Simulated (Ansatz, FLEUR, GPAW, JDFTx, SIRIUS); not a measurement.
# Mo: energy against volume and a worked fit

The structure is cubic, space group Im-3m (No. 229). The conventional cell has a = 3.168 Å, b = 3.168 Å, c = 3.168 Å, α = 90.00°, β = 90.00°, γ = 90.00°. Around Mo (site symmetry m-3m) lie 8 Mo at 2.74 Å.

The cell was scaled at fixed shape and fractions and run with SIRIUS, PseudoDojo 0.4.1 PBEsol standard (scalar relativistic), cutoff 1102 eV; PBEsol, k mesh 12 × 12 × 12 on the cell of 1 atom, fermi-dirac occupations of 0.05 eV, no spin polarisation, no spin-orbit coupling. Energies are those that the program minimises, any entropy of the smearing included. For a metal such a mesh isn't converged to the digits shown.

```tsv
V (Å³/atom)	energy over the lowest row (meV/atom)
14.9381	9.20
15.2560	0.00
15.5738	?
15.8916	16.30
16.2095	39.44
16.5273	71.20
16.8451	110.68
```

Fit the third-order Birch-Murnaghan form, give V0, B0 and B′, and predict the energy left open.

With y = (V0/V)^(2/3), E = E0 + (9 V0 B0/16) [(y - 1)³ B′ + (y - 1)² (6 - 4y)]. Least squares through the rows shown give V0 = 15.3364 Å³/atom, E0 = -0.38 meV, B0 = 283.1 GPa (1 eV/Å³ = 160.218 GPa) and B′ = 4.31, with a largest miss of 0.02 meV. At V = 15.5738 the form with these constants gives 2.78 meV; the run gave 2.78 meV an atom. Other set-ups at this level, from all their volumes (Å³/atom, GPa): FLEUR, all-electron, FLAPW: V0 15.319, B0 282.7; GPAW, PAW data sets generated for this functional: V0 15.296, B0 280.6; JDFTx, PseudoDojo-SR-PBEsol-0.4.1-standard: V0 15.342, B0 282.8; Ansatz, all-electron LAPW, scalar-relativistic: V0 15.319, B0 283.3. Measured volume: 15.59 Å³/atom at 298.15 K (a printed reference work), so the fit lies -1.6 % from it. The runs are for a static lattice.
